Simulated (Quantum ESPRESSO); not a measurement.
Runs of Quantum ESPRESSO 7.5 on Mo. It takes space group Im-3m (No. 229, cubic). Conventional cell: a = 3.168 Å, b = 3.168 Å, c = 3.168 Å, α = 90.00°, β = 90.00°, γ = 90.00°. Mo (site symmetry m-3m) is surrounded by 8 Mo at 2.74 Å. 

```csv
task,level,potentials or basis,U,cell,k mesh,cutoff (eV),start of the occupations,hubbard projectors,mixing beta,q mesh,form of the LDA correlation,gap on the mesh (eV),pressure (GPa)
Hubbard U by linear response,PBEsol+U,GBRV 1.5 PBEsol,Mo d U = 8.0 eV,as given,10 × 10 × 10,612,default,ortho-atomic,0.3,2 × 2 × 2,-,none,(a)
phonons,LDA,PseudoDojo 0.4.1 SR LDA standard,-,relaxed,8 × 8 × 8,1088,-,-,0.5,-,PW92,none,0.0
phonons,WC,PseudoDojo 0.4.1 SR PBE standard,-,relaxed,8 × 8 × 8,1088,-,-,0.5,-,-,none,0.0
phonons,PBE,PseudoDojo 0.4.1 SR PBE standard,-,relaxed,8 × 8 × 8,1088,-,-,0.5,-,-,none,0.0
Hubbard U by linear response,PBEsol+U,GBRV 1.5 PBEsol,Mo d U = 6.0 eV,as given,10 × 10 × 10,612,default,ortho-atomic,0.3,2 × 2 × 2,-,none,-1.8
Hubbard U by linear response,PBEsol+U,GBRV 1.5 PBEsol,Mo d U = 0.0001 eV,as given,10 × 10 × 10,612,default,ortho-atomic,0.3,2 × 2 × 2,-,none,-10.5
phonons,vdW-DF-cx,PseudoDojo 0.4.1 SR PBE standard,-,relaxed,8 × 8 × 8,1088,-,-,0.5,-,-,none,0.0
phonons,AM05,PseudoDojo 0.4.1 SR PBE standard,-,relaxed,8 × 8 × 8,1088,-,-,0.5,-,-,none,0.0
phonons,PBEsol,PseudoDojo 0.4.1 SR PBEsol standard,-,relaxed,8 × 8 × 8,1088,-,-,0.5,-,-,none,0.0
Hubbard U by linear response,PBEsol+U,GBRV 1.5 PBEsol,Mo d U = 2.0 eV,as given,10 × 10 × 10,612,default,ortho-atomic,0.3,2 × 2 × 2,-,none,-9.1
Hubbard U by linear response,PBEsol+U,GBRV 1.5 PBEsol,Mo d U = 4.0 eV,as given,10 × 10 × 10,612,default,ortho-atomic,0.3,2 × 2 × 2,-,none,(b)
phonons,RPBE,PseudoDojo 0.4.1 SR PBE standard,-,relaxed,8 × 8 × 8,1088,-,-,0.5,-,-,none,0.0
```

Alike in all rows: no spin polarisation; smearing cold 0.2 eV.

**Question.** Fill in the values left out.

**Answer.** (a) 8.9; (b) -6.5.

Caveats: the mesh is thin for the phonons of a metal (some runs); the computed U isn't converged in cell size (some runs); U without spin polarisation on a metal has little footing (some runs); the U is typed as a test and isn't derived for this compound (some runs); the potentials were made for another functional, which shifts forces and pressure (some runs).

A k mesh can miss the band edges, and the runs leave out spin-orbit coupling on Mo.

A gap of «none» marks a metal or a gap under the smearing width.
